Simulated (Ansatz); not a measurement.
System: Te (fcc type), 1 atom in the cell.

These are results of PBE, all-electron LAPW, point nucleus (Ansatz 0.2.0 development build), not measurements.

k-mesh 4×4×4 Γ-centred; Fermi–Dirac smearing of 0.15 eV; no spin polarisation; no spin–orbit coupling.

```xyz
1
Lattice="0.0000 2.4187 2.4187 2.4187 0.0000 2.4187 2.4187 2.4187 0.0000" Properties=species:S:1:pos:R:3 pbc="T T T"
Te    0.0000    0.0000    0.0000
```

Is the cell under compression or tension, and by how much?

The pressure is 0.28 GPa, so at these settings the cell is compressed and would expand.

The k-mesh is coarse, so these values belong to this mesh and can lie far from the converged ones. This cubic structure is a model: it isn't the usual form of the substance at ambient conditions, and such phases are metastable or hypothetical.
